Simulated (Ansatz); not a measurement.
# SnTe (Fm-3m) in Ansatz: a series of runs, part 2 of 2

Ansatz 0.2.0.

### Step 3. Single point, HSEsol, 29.40 Å³/atom (volume scaled by 0.94)

Contents of input.yaml:

```yaml
crystal:
  lattice:
    - [0.0, 3.0865288906, 3.0865288906]
    - [3.0865288906, 0.0, 3.0865288906]
    - [3.0865288906, 3.0865288906, 0.0]
  atoms:
    - { symbol: Te, position: [0.5, 0.5, 0.5] }
    - { symbol: Sn, position: [0.0, 0.0, 0.0] }
hamiltonian:
  xc:
    exchange: hjs_pbesol
    correlation: pbesol
    exx: { coeff: 0.25, omega: 0.207 }
  pseudopotentials: { kind: paw }
kpoints:
  mp_grid: { grid: [4, 4, 4] }
scf:
  occupations: { method: fermi_dirac, width: 0.05 }
output:
  forces: true
  stress: true
  eigenvalues: true
  write_density: true
  write_potential: true
  elf: true
  volumetric_format: npy
```

Potentials or basis: Ansatz PAW.

On the command line:

```sh
$ ansatz run input.yaml --threads 2 --pin off --max-ram 5632MiB --backend cpu --events-out ev --progress --plain --runs-dir out
```

The program printed:

```text
Warning: output.stress: scf.convergence.dr2_threshold = 1e-7 eV (the SCF's general default) is looser than the 2e-10 eV advised for a printed stress (1e-10 eV for each atom of the cell: 2). What an SCF threshold leaves in a stress goes as its square root, and in the free energy as the threshold itself, and one threshold admits the most on a small cell: of the crystals measured, under no hybrid functional and no lock of the moments, on runs that ended without the residual-converged pass, on stresses that held no estimate of that error, the worst erred by over 100 MPa in a component at 1e-7 eV an atom and by under 5 at 1e-10. Set scf.convergence.dr2_threshold to 2e-10 eV or tighter. The threshold is an SCF's pass mark: one that does not reach it within its budget of iterations ends unconverged, or closes short of it on a stop that the run arms, and scf.convergence.dr2_threshold's page says what that costs each kind of run
Warning: output.stress: scf.exx.energy_threshold = 1e-6 eV is looser than the 2e-8 eV advised for a stress under a hybrid functional (1e-8 eV for each atom of the cell: 2). Every SCF of the exchange loop can meet its threshold on dr2 while the loop round them stops early: no threshold on dr2 bounds what that leaves in the stress. Set scf.exx.energy_threshold to 2e-8 eV or tighter. The threshold is the loop's pass mark: a loop that does not reach it within its budget of cycles ends unconverged, and scf.exx.energy_threshold's page has the law
Warning: RAYON_NUM_THREADS=2 ignored (pool sized by the plan → 2); use --threads N
Engine: ansatz 0.2.0, aarch64-unknown-linux-gnu
Pseudopotentials: kind: paw
Pseudopotential: Te, paw, valence charge 16, recommended cutoff 420 eV (normal), Te.paw.azcp
Pseudopotential: Sn, paw, valence charge 14, recommended cutoff 420 eV (normal), Sn.paw.azcp
Functional definition: unnamed
  parameter a_1 = 0.25
  parameter omega_1 = 0.207/angstrom
  exchange = pbe_x(mu = 0.12345679012345678) + (-a_1)*hjs_pbesol_x_sr(omega_1) + a_1*exact_x_sr(omega_1)
  correlation = pbe_c(beta = 0.046)
Crystal: 2 atoms, lattice volume = 58.809 Å³
Basis set: ecut = 420 eV, 1139 PW (Γ), exchange–correlation on 60×60×60 points (8 copies of the dense FFT grid, shifted against one another)
Bands: 19, of which v1, the nominal top of the filled ones, is band 15 counted from 1 (14 counted from 0)
Symmetry: 48 space group operations
Space group: Fm-3m (ITA 225), of the structure as read, at distance tolerance 3.9e-5 Å
k-points: 8 of 64
Non-local potential: Te, projectors of the file, l = 0: 2, l = 1: 2, l = 2: 2, l = 3: 2
Non-local potential: Sn, projectors of the file, l = 0: 2, l = 1: 2, l = 2: 2, l = 3: 2
PAW form: soft (Blöchl's): semilocal exchange-correlation on the pseudo side does not see the compensation charge
PAW frozen core: Te, regenerated for the run's functional, and the local potential with it (the file was generated under x = pbe(κ = 0.804, μ = 0.2195149727645171), c = pbe(β = 0.06672455060314922))
PAW frozen core: Sn, regenerated for the run's functional, and the local potential with it (the file was generated under x = pbe(κ = 0.804, μ = 0.2195149727645171), c = pbe(β = 0.06672455060314922))
PAW one-centre angular grid: Te, 590 points (default); XC on 64 Gauss nodes
[... 38 lines left out ...]
  Residual-converged pass: ⟨swp⟩=3.2  Hψ=367  notcnv=0  max |occ|·‖R‖ = 2.3e-6 eV (tolerance 2.4e-6 eV)  dr2=1.30e-9  dr2_onsite=3.39e-10  max |Δocc| = 2.0e-11
hybrid outer 2: dexx = +3.641e-7 eV, tail = 1.10e-8 eV, Δε = 2.92e-3 eV (about 8.39e-5 eV left of the loop's levels)
hybrid SCF converged: 2 outer / 10 inner (+7 warm-up), last move |dexx| = 3.64e-7 eV, tail = 1.10e-8 eV
Stability not checked: this state was not tested for a lower state beside it, because the functional holds exact exchange (a hybrid, or Hartree-Fock), whose exchange loop this test does not read (fock_operator; see scf.lower_state_search)
Free energy (F): -12901.628041 eV
Frozen-core exchange: fock
Harris-Foulkes:  -12901.628041 eV  (|F-HF|=7.28e-12)
Internal energy: -12901.623869 eV  (E = F + TS)
E sigma→0 (E₀):  -12901.625955 eV
Entropy (-TS):   -0.004172 eV (-2.086 meV/atom)
Fermi energy:    10.631246 eV
--- Per-component energies (eV) ---
  E_band       = -392.413192
  E_kinetic    = 367.238962
  E_local      = -2057.189549  (includes V_loc(G=0)·N_el)
  E_nonlocal   = -340.339737
  E_hartree    = 1316.418324
  E_xc         = -399.322999
  E_vxc        = -162.800297  (∫ρ·V_xc dr)
  E_exx        = -81.411391  (= α·E_x^exact, valence–valence)
  E_paw        = -8721.117456  (= ΣΔE_a)
  E_vpaw       = -669.336799  (= ΣTr[D̂ρ^β])
  E_aug_tail   = -0.000172  (compensation charges beyond the density's cutoff)
  E_ewald      = -2986.455707
  E_core_change = 0.555857  (= ΣΔE_core)
  E_smearing   = -0.004172  (= −TS)
  E_closure    = -0.000000  (closes the sum)
  Σ components = -12901.628041   (vs F -12901.628041, Δ=0.00e0)
--- Forces (eV/Å), atoms counted from 1 ---
  atom   1  Te     0.00000000     0.00000000     0.00000000
  atom   2  Sn    -0.00000000     0.00000000     0.00000000
  max |Σ_I F_I| component: 3.29e-31 eV/Å
--- Stress (GPa, compression-positive) ---
        2.062770       0.000000      -0.000000
       -0.000000       2.062770       0.000000
        0.000000      -0.000000       2.062770
  P = ⅓ Tr σ = 2.0628 GPa (20.628 kbar)
--- Band table (eV; the first three rows and the last of 8) ---
  k-point 0: bands = ["-29.4664", "-29.4664", "-29.4550", "-29.4550", "-29.4550", "-13.8620", "-13.8620", "-13.8405", "-13.8405", "-13.8405", "-4.3913", "5.6434", "7.7309", "7.7309", "7.7309", "14.4298", "14.4298", "14.4298", "15.5116"]
  k-point 1: bands = ["-29.4662", "-29.4662", "-29.4547", "-29.4545", "-29.4545", "-13.8667", "-13.8667", "-13.8398", "-13.8364", "-13.8364", "-3.7701", "2.8374", "7.8547", "7.8547", "9.4967", "12.2555", "12.2555", "12.4180", "15.9389"]
  k-point 2: bands = ["-29.4661", "-29.4661", "-29.4544", "-29.4541", "-29.4541", "-13.8719", "-13.8719", "-13.8392", "-13.8319", "-13.8319", "-2.7555", "0.6717", "8.1110", "8.1110", "10.5144", "10.7659", "10.8502", "10.8502", "18.9498"]
  k-point 7: bands = ["-29.4666", "-29.4657", "-29.4543", "-29.4543", "-29.4532", "-13.8823", "-13.8647", "-13.8363", "-13.8363", "-13.8259", "-2.2222", "1.9503", "4.4844", "4.4844", "9.4571", "11.5079", "15.4869", "15.4869", "17.5106"]
```

rho_z.tsv:

```text
# z_ang	rho[e/angstrom^3]
# format = ansatz-planar-average/11
# lattice	0.000000000	3.086528891	3.086528891
# lattice	3.086528891	0.000000000	3.086528891
# lattice	3.086528891	3.086528891	0.000000000
# sites	2
# site	52	3.086528891	3.086528891	3.086528891
# site	50	0.000000000	0.000000000	0.000000000
0.000000	8.156050e-1
0.145500	7.744331e-1
0.291001	6.671670e-1
0.436501	5.322459e-1
0.582001	4.078999e-1
0.727502	3.160832e-1
[... 22 lines left out ...]
4.074010	6.671670e-1
4.219511	7.744331e-1
```

Run time: 9.7 s. Hardware: 2 threads of Arm Neoverse V2, shared host; peak memory 0.82 GiB.

What came out:

* Free energy: -12901.6280 eV
* Pressure: 2.1 GPa

Caveat: the k mesh is coarse (spacing up to 0.44 Å⁻¹), so the values aren't converged, least of all with exact exchange; the PAW data sets come from PBE, with cores solved anew for the run's functional, which leaves a small shift of forces and pressure; the thresholds are loose for stress.

### Step 4. Single point, HSEsol, 30.03 Å³/atom (volume scaled by 0.96)

Edit input.yaml of step 3 so:

```diff
@@ -2,5 +2,5 @@
   lattice:
-    - [0.0, 3.0865288906, 3.0865288906]
-    - [3.0865288906, 0.0, 3.0865288906]
-    - [3.0865288906, 3.0865288906, 0.0]
+    - [0.0, 3.1082657258, 3.1082657258]
+    - [3.1082657258, 0.0, 3.1082657258]
+    - [3.1082657258, 3.1082657258, 0.0]
   atoms:
@@ -22,5 +22 @@
   eigenvalues: true
-  write_density: true
-  write_potential: true
-  elf: true
-  volumetric_format: npy
```

On the command line:

```sh
$ ansatz run input.yaml --threads 2 --pin off --max-ram 5632MiB --backend cpu --events-out ev --progress --plain --runs-dir out
```

It took 9.8 s on 2 threads of Arm Neoverse V2, shared host; peak memory 0.83 GiB.

Results (log left out):

```
Free energy : -12901.6397 eV
Pressure    : 1.0 GPa
```

Caveat: the k mesh is coarse (spacing up to 0.44 Å⁻¹), so the values aren't converged, least of all with exact exchange; the PAW data sets come from PBE, with cores solved anew for the run's functional, which leaves a small shift of forces and pressure; the thresholds are loose for stress.

### Step 5. Single point, HSEsol, 30.66 Å³/atom (volume scaled by 0.98)

Edit input.yaml of step 4 so:

```diff
@@ -2,5 +2,5 @@
   lattice:
-    - [0.0, 3.1082657258, 3.1082657258]
-    - [3.1082657258, 0.0, 3.1082657258]
-    - [3.1082657258, 3.1082657258, 0.0]
+    - [0.0, 3.1297027185, 3.1297027185]
+    - [3.1297027185, 0.0, 3.1297027185]
+    - [3.1297027185, 3.1297027185, 0.0]
   atoms:
@@ -22 +22,5 @@
   eigenvalues: true
+  write_density: true
+  write_potential: true
+  elf: true
+  volumetric_format: npy
```

On the command line:

```sh
$ ansatz run input.yaml --threads 2 --pin off --max-ram 5632MiB --backend cpu --events-out ev --progress --plain --runs-dir out
```

It took 10 s on 2 threads of Arm Neoverse V2, shared host; peak memory 0.83 GiB.

Results (log left out):

```yaml
Free_energy: -12901.6437 eV
Pressure: 0.1 GPa
```

Caveat: the k mesh is coarse (spacing up to 0.43 Å⁻¹), so the values aren't converged, least of all with exact exchange; the PAW data sets come from PBE, with cores solved anew for the run's functional, which leaves a small shift of forces and pressure; the thresholds are loose for stress.

### Step 6. Single point, HSEsol, 31.28 Å³/atom

Edit input.yaml of step 5 so:

```diff
@@ -2,5 +2,5 @@
   lattice:
-    - [0.0, 3.1297027185, 3.1297027185]
-    - [3.1297027185, 0.0, 3.1297027185]
-    - [3.1297027185, 3.1297027185, 0.0]
+    - [0.0, 3.15085, 3.15085]
+    - [3.15085, 0.0, 3.15085]
+    - [3.15085, 3.15085, 0.0]
   atoms:
@@ -22,5 +22 @@
   eigenvalues: true
-  write_density: true
-  write_potential: true
-  elf: true
-  volumetric_format: npy
```

Potentials or basis: Ansatz PAW.

On the command line:

```sh
$ ansatz run input.yaml --threads 2 --pin off --max-ram 5632MiB --backend cpu --events-out ev --progress --plain --runs-dir out
```

It took 10 s on 2 threads of Arm Neoverse V2, shared host; peak memory 0.83 GiB.

The run converged. Its results:

```
Free energy : -12901.6418 eV
Pressure    : -0.6 GPa
```

Caveat: the k mesh is coarse (spacing up to 0.43 Å⁻¹), so the values aren't converged, least of all with exact exchange; the PAW data sets come from PBE, with cores solved anew for the run's functional, which leaves a small shift of forces and pressure; the thresholds are loose for stress.

### Step 7. Single point, HSEsol, 31.91 Å³/atom (volume scaled by 1.02)

Edit input.yaml of step 6 so:

```diff
@@ -2,5 +2,5 @@
   lattice:
-    - [0.0, 3.15085, 3.15085]
-    - [3.15085, 0.0, 3.15085]
-    - [3.15085, 3.15085, 0.0]
+    - [0.0, 3.1717171644, 3.1717171644]
+    - [3.1717171644, 0.0, 3.1717171644]
+    - [3.1717171644, 3.1717171644, 0.0]
   atoms:
```

On the command line:

```sh
$ ansatz run input.yaml --threads 2 --pin off --max-ram 5632MiB --backend cpu --events-out ev --progress --plain --runs-dir out
```

It took 10 s on 2 threads of Arm Neoverse V2, shared host; peak memory 0.84 GiB.

The run converged. Its results:

```yaml
Free_energy: -12901.6343 eV
Pressure: -1.3 GPa
```

Caveat: the k mesh is coarse (spacing up to 0.43 Å⁻¹), so the values aren't converged, least of all with exact exchange; the PAW data sets come from PBE, with cores solved anew for the run's functional, which leaves a small shift of forces and pressure; the thresholds are loose for stress.

### Step 8. Single point, HSEsol, 32.53 Å³/atom (volume scaled by 1.04)

Edit input.yaml of step 7 so:

```diff
@@ -2,5 +2,5 @@
   lattice:
-    - [0.0, 3.1717171644, 3.1717171644]
-    - [3.1717171644, 0.0, 3.1717171644]
-    - [3.1717171644, 3.1717171644, 0.0]
+    - [0.0, 3.1923133075, 3.1923133075]
+    - [3.1923133075, 0.0, 3.1923133075]
+    - [3.1923133075, 3.1923133075, 0.0]
   atoms:
```

On the command line:

```sh
$ ansatz run input.yaml --threads 2 --pin off --max-ram 5632MiB --backend cpu --events-out ev --progress --plain --runs-dir out
```

It took 10 s on 2 threads of Arm Neoverse V2, shared host; peak memory 0.84 GiB.

Results (log left out):

```yaml
Free_energy: -12901.6212 eV
Pressure: -2.1 GPa
Band_gap_on_the_k_mesh: 0.23 eV, direct
```

Caveat: the k mesh is coarse (spacing up to 0.43 Å⁻¹), so the values aren't converged, least of all with exact exchange; spin-orbit coupling is left out, which moves the levels of the heavy elements; the PAW data sets come from PBE, with cores solved anew for the run's functional, which leaves a small shift of forces and pressure; the thresholds are loose for stress.

### Step 9. Single point, HSEsol, 33.16 Å³/atom (volume scaled by 1.06)

Edit input.yaml of step 8 so:

```diff
@@ -2,5 +2,5 @@
   lattice:
-    - [0.0, 3.1923133075, 3.1923133075]
-    - [3.1923133075, 0.0, 3.1923133075]
-    - [3.1923133075, 3.1923133075, 0.0]
+    - [0.0, 3.2126470615, 3.2126470615]
+    - [3.2126470615, 0.0, 3.2126470615]
+    - [3.2126470615, 3.2126470615, 0.0]
   atoms:
```

Potentials or basis: Ansatz PAW.

On the command line:

```sh
$ ansatz run input.yaml --threads 2 --pin off --max-ram 5632MiB --backend cpu --events-out ev --progress --plain --runs-dir out
```

Wall time 10 s (2 threads of Arm Neoverse V2, shared host); peak memory 0.84 GiB.

It converged, with:

* Free energy: -12901.6024 eV
* Pressure: -2.8 GPa
* Band gap on the k mesh: 0.30 eV, direct

Caveat: the k mesh is coarse (spacing up to 0.42 Å⁻¹), so the values aren't converged, least of all with exact exchange; spin-orbit coupling is left out, which moves the levels of the heavy elements; the PAW data sets come from PBE, with cores solved anew for the run's functional, which leaves a small shift of forces and pressure; the thresholds are loose for stress.

### Step 10. Equation of state, HSEsol

This step only gathers the single runs of the series.

Results:

| Quantity | Value |
| --- | --- |
| Equilibrium volume | 30.78 Å³/atom (rough: see the caveat) |
| Bulk modulus | 39 GPa (rough) |

Energy against volume, from the lowest point:
| volume (Å³/atom) | energy (meV/atom) |
| --- | --- |
| 29.404 | 7.83 |
| 30.030 | 2.00 |
| 30.656 | 0.00 |
| 31.281 | 0.97 |
| 31.907 | 4.71 |
| 32.532 | 11.27 |
| 33.158 | 20.64 |

Caveat: the k mesh is coarse (spacing up to 0.43 Å⁻¹), so the values aren't converged, least of all with exact exchange; the fit is doubtful: noisy points or a state that changes with volume; the PAW data sets were made with another functional, which shifts forces and pressure a little. Spin-orbit coupling is left out, which matters for the levels of Te.
